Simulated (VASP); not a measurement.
Runs of VASP 6.6.1 on K. The cell holds a slab with vacuum, 5 atoms: a = 4.786 Å, b = 4.786 Å, c = 30.517 Å, α = 90.00°, β = 90.00°, γ = 120.00°. 

| potentials or basis | gap on the mesh (eV) | largest force (eV/Å) | work function (eV) |
| --- | --- | --- | --- |
| VASP PAW PBE potentials, release 64 (K_sv) | none | 0.04 | 2.28 |
| VASP PAW PBE potentials, release 64 (K_sv_GW) | none | 0.05 | (a) |
| VASP PAW PBE potentials, release 64 (K_pv) | none | 0.04 | 2.28 |
| VASP PAW PBE potentials, release 54 (K_sv) | none | 0.04 | 2.28 |
| VASP PAW PBE potentials, release 54 (K_pv) | none | 0.04 | 2.28 |

Alike in all rows: task single point; level PBE; no spin polarisation; cell as given; k mesh 5 × 5 × 1; cutoff (eV) 600; smearing fermi-dirac 0.05 eV.

Q: Fill in the values left out.

A: (a) 2.29.

A gap of «none» marks a metal or a gap under the smearing width.

The runs don't all hold the same shells in valence.
